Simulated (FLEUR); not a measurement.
CdS (Greenockite) under changes of volume

One of the cells (25.121 Å³/atom); the others are scaled copies at fixed shape and fractional positions:

```
CELL_PARAMETERS angstrom
4.15000 0.00000 0.00000
-2.07500 3.59401 0.00000
0.00000 0.00000 6.73700
ATOMIC_POSITIONS crystal
Cd 0.66667 0.33333 0.50000
Cd 0.33333 0.66667 0.00000
S 0.66667 0.33333 0.87500
S 0.33333 0.66667 0.37500
```

* Program: FLEUR MaX-R8.1 (later development tree)
* Functional: PBE
* Potentials or basis: all-electron
* Basis: FLAPW
* Kmax: 4.5 1/bohr
* k mesh: 7 × 7 × 4
* Occupations: fermi-dirac, width 0.05 eV
* Spin: no spin polarisation

| volume (Å³/atom) | energy over the lowest point (meV/atom) | gap on the mesh (eV) |
| --- | --- | --- |
| 23.614 | 45.75 | 1.34 |
| 24.116 | 27.77 | 1.29 |
| 25.121 | ? | ? |
| 26.126 | 0.00 | 1.10 |
| 26.628 | 1.95 | 1.06 |

**Question.** What does the run at 25.121 Å³/atom give?

**Answer.** Energy over the lowest point 5.98 meV/atom; gap on the mesh 1.20 eV.

Worked out: A Birch-Murnaghan fit of order 2 (a polynomial in V^(-2/3)) to the other rows has its minimum at 26.05 Å³/atom with B0 = V·E''(V) = 55 GPa at fixed shape and positions, which overstates the stiffness. It gives 5.95 meV/atom at 25.121 Å³/atom, against the run's 5.98. A straight line through the other rows of the gap, of slope -2.34 eV per unit of ln V (its deformation potential), gives 1.19 eV, against the run's 1.20.

Energies are extrapolated to zero smearing.

Caveats: the plane-wave cutoff is short for the semicore states, which can make moduli rough.

Spin-orbit coupling on Cd is left out.
